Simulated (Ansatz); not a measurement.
# Al3FeCo2: the cost of one run

Program: Ansatz 0.2.0. Level of theory: DFT PBE, scalar-relativistic, plane waves, PAW. These are calculated values, not measurements.

### 1 The structure to begin with

Symmetry: P4/mmm, No. 123, tetragonal system. The conventional cell has a = 2.977 Å, b = 2.977 Å, c = 8.930 Å, α = 90.00°, β = 90.00°, γ = 90.00°. Around Al (site symmetry 4/mmm) lie 8 Co at 2.58 Å. Al (site symmetry 4mm) has 4 Co at 2.58 Å and 4 Fe at 2.58 Å as nearest neighbours. Fe (site symmetry 4/mmm) is surrounded by 8 Al at 2.58 Å. Co (site symmetry 4mm) has 8 Al at 2.58 Å as nearest neighbours.

Coordinates:

```cif
data_structure
_symmetry_space_group_name_H-M 'P4/mmm'
_symmetry_Int_Tables_number 123
_cell_length_a 2.9766
_cell_length_b 2.9766
_cell_length_c 8.9297
_cell_angle_alpha 90.000
_cell_angle_beta 90.000
_cell_angle_gamma 90.000
_cell_volume 79.12
loop_
_atom_site_label
_atom_site_type_symbol
_atom_site_symmetry_multiplicity
_atom_site_Wyckoff_symbol
_atom_site_fract_x
_atom_site_fract_y
_atom_site_fract_z
_atom_site_occupancy
Al1 Al 1 a 0.00000 0.00000 0.00000 1
Al2 Al 2 g 0.00000 0.00000 0.66667 1
Fe1 Fe 1 d 0.50000 0.50000 0.50000 1
Co1 Co 2 h 0.50000 0.50000 0.83333 1
```

The start is an ordering of an alloy on its end members' structure types: elements ordered on the sites of the AlFe type, Co/Fe on Fe (P4/mmm, No. 123).

### 2 Probe: one point on a coarse mesh

input.yaml reads:

```yaml
crystal:
  lattice:
    - [2.97656496, 0.0, 0.0]
    - [0.0, 2.97656496, 0.0]
    - [0.0, 0.0, 8.92969489]
  atoms:
    - { symbol: Al, position: [0.0, 0.0, 0.0] }
    - { symbol: Al, position: [0.0, 0.0, 0.66666667] }
    - { symbol: Al, position: [0.0, 0.0, 0.33333333] }
    - { symbol: Fe, position: [0.5, 0.5, 0.5], spin: 4.0 }
    - { symbol: Co, position: [0.5, 0.5, 0.83333333], spin: 3.0 }
    - { symbol: Co, position: [0.5, 0.5, 0.16666667], spin: 3.0 }
basis:
  ecutwfc: 420
kpoints:
  mp_grid: { grid: [6, 6, 2] }
hamiltonian:
  xc: pbe
scf:
  occupations: { method: gaussian, width: 0.1 }
  lower_state_search: "off"
output:
  forces: true
  stress: true
  eigenvalues: true
  populations: true
magnetization:
  spin_polarized: true
```

Command:

```bash
$ ansatz run input.yaml --threads 1 --pin off --max-ram 2560MiB --backend cpu --events-out ev --progress --plain --runs-dir out
```

What time and memory should one allow on 1 thread of Intel Xeon 6975P-C (Granite Rapids), shared host?

About 7.5 s, with a peak of 0.47 GiB.
